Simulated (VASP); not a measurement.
# Pb (Fm-3m) in VASP: further runs, part 2 of 2

VASP 6.6.1.

## 3. Relaxation of cell and atoms, r2SCAN

This run uses another cell than the first one, of 31.18 Å³/atom, 1.028 times its volume.

INCAR

```
SYSTEM = Pb
PREC = Accurate
ENCUT = 600
EDIFF = 1E-7
ISMEAR = 1
SIGMA = 0.1
LREAL = .False.
LASPH = .True.
NELM = 80
ALGO = Normal
ISIF = 3
LWAVE = .False.
LCHARG = .False.
METAGGA = R2SCAN
LMIXTAU = .True.
IBRION = 2
NSW = 90
EDIFFG = -0.005
```

KPOINTS

```
regular mesh
0
Gamma
  14 14 14
  0 0 0
```

POSCAR

```
Pb                                      
1.0
    0.0000000000      2.4982633628      2.4982633628
    2.4982633628     -0.0000000000      2.4982633628
    2.4982633628      2.4982633628      0.0000000000
  Pb            
     1
Direct
     0.0000000000000000    0.0000000000000000    0.0000000000000000
```

Potentials or basis: VASP PAW PBE potentials, release 64 (Pb_d).

On the command line:

```sh
$ cat potpaw_PBE.64/Pb_d/POTCAR > POTCAR
$ mpirun -np 1 vasp_std > vasp.out
```

Wall time 2.7 min (1 thread of Intel Xeon Platinum 8488C (Sapphire Rapids), shared host); peak memory 0.19 GiB.

Results (log left out):

- Free energy: -56.2829 eV
- Pressure after relaxing: 0.0 GPa
- Band gap on the k mesh: none (metal or under the smearing width)

Final structure:
```
Pb
1.0
     0.00000    2.49826    2.49826
     2.49826    0.00000    2.49826
     2.49826    2.49826    0.00000
Pb
1
Direct
  0.00000 0.00000 0.00000
```

Levels at points of the mesh, in eV from the Fermi level:
| k point | band 4 | band 5 | band 6 | band 7 | band 8 | band 9 | band 10 | band 11 |
| --- | --- | --- | --- | --- | --- | --- | --- | --- |
| (0.00, 0.00, 0.00) | -17.60 | -17.60 | -12.13 | 7.47 | 7.47 | 7.47 | 10.37 | 11.89 |
| (0.50, 0.00, 0.00) | -17.47 | -17.47 | -8.49 | -4.27 | 5.61 | 5.61 | 9.77 | 9.91 |
| (0.50, 0.50, 0.00) | -17.43 | -17.43 | -7.05 | -3.38 | 2.06 | 2.06 | 5.80 | 6.90 |

Caveat: the relaxation stopped at its first step, so nothing moved; the PAW data sets were made with another functional, which shifts forces and pressure a little.

## 4. Relaxation of the atoms, r2SCAN (a relaxed cell with its volume scaled by 0.94)

Edit INCAR of step 3 so:

```diff
@@ -10,3 +10,3 @@
 ALGO = Normal
-ISIF = 3
+ISIF = 2
 LWAVE = .False.
@@ -16,3 +16,3 @@
 IBRION = 2
-NSW = 90
-EDIFFG = -0.005
+NSW = 40
+EDIFFG = -0.01
```

KPOINTS is that of step 3.

POSCAR

```
Pb                                      
1.0
    0.0000000000      2.4472640861      2.4472640861
    2.4472640861      0.0000000000      2.4472640861
    2.4472640861      2.4472640861      0.0000000000
  Pb            
     1
Direct
     0.0000000000000000    0.0000000000000000    0.0000000000000000
```

On the command line:

```sh
$ cat potpaw_PBE.64/Pb_d/POTCAR > POTCAR
$ mpirun -np 1 vasp_std > vasp.out
```

Wall time 2.7 min (1 thread of Intel Xeon Platinum 8488C (Sapphire Rapids), shared host); peak memory 0.18 GiB.

Results (log left out):

| Quantity | Value |
| --- | --- |
| Free energy | -56.2652 eV |
| Pressure after relaxing | 3.2 GPa |
| Band gap on the k mesh | none (metal or under the smearing width) |

Final structure:
```yaml
crystal:
  lattice:
    - [0.00000, 2.44726, 2.44726]
    - [2.44726, 0.00000, 2.44726]
    - [2.44726, 2.44726, 0.00000]
  atoms:
    - { symbol: Pb, position: [0.00000, 0.00000, 0.00000] }
```

Levels at points of the mesh, in eV from the Fermi level:
```tsv
k point	band 3	band 4	band 5	band 6	band 7	band 8	band 9	band 10	band 11
(0.00, 0.00, 0.00)	-17.82	-17.66	-17.66	-12.61	7.95	7.95	7.95	10.37	12.69
(0.50, 0.00, 0.00)	-17.81	-17.50	-17.50	-8.58	-4.63	5.94	5.94	9.92	10.31
(0.50, 0.50, 0.00)	-17.51	-17.46	-17.46	-6.98	-3.67	2.10	2.10	5.96	7.07
```

Caveat: the relaxation stopped at its first step, so nothing moved; the PAW data sets were made with another functional, which shifts forces and pressure a little. Spin-orbit coupling is left out, which matters for the levels of Pb.

## 5. Relaxation of the atoms, r2SCAN (a relaxed cell with its volume scaled by 0.96)

INCAR is that of step 4.

KPOINTS is that of step 4.

POSCAR

```
Pb                                      
1.0
    0.0000000000      2.4644989081      2.4644989081
    2.4644989081      0.0000000000      2.4644989081
    2.4644989081      2.4644989081      0.0000000000
  Pb            
     1
Direct
     0.0000000000000000    0.0000000000000000    0.0000000000000000
```

Potentials or basis: VASP PAW PBE potentials, release 64 (Pb_d).

On the command line:

```sh
$ cat potpaw_PBE.64/Pb_d/POTCAR > POTCAR
$ mpirun -np 1 vasp_std > vasp.out
```

OUTCAR:

```text
SYSTEM = Pb
   PREC = Accurate
   ENCUT = 600
   EDIFF = 1E-7
   ISMEAR = 1
   LREAL = .False.
   LASPH = .True.
   NELM = 80
   ISIF = 2
   METAGGA = R2SCAN
   IBRION = 2
   NSW = 40
   EDIFFG = -0.01

 ion  position               nearest neighbor table
   1  0.000  0.000  0.000-

  LATTYP: Found a face centered cubic cell.
 ALAT       =     4.9289978162

  Lattice vectors:

[... 517 lines left out ...]
      9      12.6495      0.00000
     10      16.4099      0.00000
     11      18.0780      0.00000

 [... further k-points ...]

------------------------ aborting loop because EDIFF is reached ----------------------------------------

  FORCE on cell =-STRESS in cart. coord.  units (eV):
  Direction    XX          YY          ZZ          XY          YZ          ZX
  --------------------------------------------------------------------------------------
  -------------------------------------------------------------------------------------
  Total        0.3738207      0.3738207      0.3738207     -0.0000000     -0.0000000      0.0000000
  in kB       20.0058969     20.0058969     20.0058969     -0.0000000     -0.0000000      0.0000000
  external PRESSURE =      20.0058969 kB  Pullay stress =       0.0000000 kB

 VOLUME and BASIS-vectors are now :
 -----------------------------------------------------------------------------
  energy-cutoff  :      600.00
  volume of cell :       29.94
      direct lattice vectors                 reciprocal lattice vectors
     0.000000000  2.464498908  2.464498908    -0.202880999  0.202880999  0.202880999
     2.464498908  0.000000000  2.464498908     0.202880999 -0.202880999  0.202880999
     2.464498908  2.464498908  0.000000000     0.202880999  0.202880999 -0.202880999

 POSITION                                       TOTAL-FORCE (eV/Angst)
 -----------------------------------------------------------------------------------
      0.00000      0.00000      0.00000        -0.000000      0.000000     -0.000000
 -----------------------------------------------------------------------------------
    total drift:                               -0.000000     -0.000000     -0.000000

  FREE ENERGIE OF THE ION-ELECTRON SYSTEM (eV)
  ---------------------------------------------------
  free  energy   TOTEN  =       -56.2753380408 eV

  energy  without entropy=      -56.2756683591  energy(sigma->0) =      -56.27544815

 reached required accuracy - stopping structural energy minimisation
```

OSZICAR:

```text
N       E                     dE             d eps       ncg     rms          rms(c)
DAV:   1     0.582794273504E+02    0.58279E+02   -0.81749E+03  2294   0.169E+03
DAV:   2    -0.545071875720E+02   -0.11279E+03   -0.11038E+03  2357   0.361E+02
DAV:   3    -0.596101191929E+02   -0.51029E+01   -0.50504E+01  2732   0.873E+01
[... 11 lines left out ...]
DAV:  15    -0.562753331859E+02    0.12096E-05   -0.19653E-05  2561   0.439E-02    0.297E-03
DAV:  16    -0.562753335630E+02   -0.37712E-06   -0.82262E-07  2537   0.874E-03    0.186E-03
DAV:  17    -0.562753376552E+02   -0.40922E-05   -0.49915E-06  2303   0.217E-02    0.511E-04
DAV:  18    -0.562753380322E+02   -0.37699E-06   -0.42977E-07  2357   0.631E-03    0.198E-04
DAV:  19    -0.562753380408E+02   -0.86247E-08   -0.14159E-08  1315   0.174E-03
   1 F= -.56275338E+02 E0= -.56275448E+02  d E =-.562753E+02
```

CONTCAR:

```text
Pb
   1.00000000000000
     0.0000000000000000    2.4644989080999999    2.4644989080999999
     2.4644989080999999    0.0000000000000000    2.4644989080999999
     2.4644989080999999    2.4644989080999999    0.0000000000000000
  Pb
     1
Direct
     0.0000000000000000    0.0000000000000000    0.0000000000000000

  0.00000000E+00  0.00000000E+00  0.00000000E+00
```

Run time: 3 min. Hardware: 1 thread of Intel Xeon Platinum 8488C (Sapphire Rapids), shared host; peak memory 0.18 GiB.

Results:

```
Free energy             : -56.2753 eV
Pressure after relaxing : 2.0 GPa
Band gap on the k mesh  : none (metal or under the smearing width)
```

Final structure:
```xyz
1
Lattice="0.0000 2.4645 2.4645 2.4645 0.0000 2.4645 2.4645 2.4645 0.0000" Properties=species:S:1:pos:R:3 pbc="T T T"
Pb    0.0000    0.0000    0.0000
```

Caveat: the relaxation stopped at its first step, so nothing moved; the PAW data sets were made with another functional, which shifts forces and pressure a little.

## 6. Relaxation of the atoms, r2SCAN (a relaxed cell with its volume scaled by 0.98)

INCAR is that of step 5.

KPOINTS is that of step 5.

POSCAR

```
Pb                                      
1.0
    0.0000000000      2.4814959894      2.4814959894
    2.4814959894      0.0000000000      2.4814959894
    2.4814959894      2.4814959894      0.0000000000
  Pb            
     1
Direct
     0.0000000000000000    0.0000000000000000    0.0000000000000000
```

Potentials or basis: VASP PAW PBE potentials, release 64 (Pb_d).

On the command line:

```sh
$ cat potpaw_PBE.64/Pb_d/POTCAR > POTCAR
$ mpirun -np 1 vasp_std > vasp.out
```

Wall time 2.5 min (1 thread of Intel Xeon Platinum 8488C (Sapphire Rapids), shared host); peak memory 0.19 GiB.

It converged, with:

```
Free energy             : -56.2811 eV
Pressure after relaxing : 0.9 GPa
Band gap on the k mesh  : none (metal or under the smearing width)
```

Final structure:
```
Pb
1.0
     0.00000    2.48150    2.48150
     2.48150    0.00000    2.48150
     2.48150    2.48150    0.00000
Pb
1
Direct
  0.00000 0.00000 0.00000
```

Levels at points of the mesh, in eV from the Fermi level:
```tsv
k point	band 5	band 6	band 7	band 8	band 9	band 10
(0.00, 0.00, 0.00)	-17.62	-12.29	7.62	7.62	7.62	10.37
(0.50, 0.00, 0.00)	-17.48	-8.52	-4.39	5.71	5.71	9.91
(0.50, 0.50, 0.00)	-17.44	-7.03	-3.48	2.07	2.07	5.84
```

Caveat: the relaxation stopped at its first step, so nothing moved; the PAW data sets were made with another functional, which shifts forces and pressure a little.

## 7. The runs side by side

| task | cell | gap on the mesh (eV) | pressure (GPa) |
| --- | --- | --- | --- |
| relaxation of cell and atoms | relaxed | none | 0.0 |
| relaxation of the atoms | atoms relaxed from: a relaxed cell with its volume scaled by 0.94 | none | 3.2 |
| relaxation of the atoms | atoms relaxed from: a relaxed cell with its volume scaled by 0.96 | none | 2.0 |
| relaxation of the atoms | atoms relaxed from: a relaxed cell with its volume scaled by 0.98 | none | 0.9 |

Alike in all rows: level r2SCAN; potentials or basis VASP PAW PBE potentials, release 64 (Pb_d); no spin polarisation; k mesh 14 × 14 × 14; cutoff (eV) 600; smearing methfessel-paxton 0.1 eV.

Caveats: the relaxation stopped at its first step, so nothing moved; the PAW data sets were made with another functional, which shifts forces and pressure a little.

Total energies depend on the potentials used, so only differences within one code and one set of settings carry meaning.
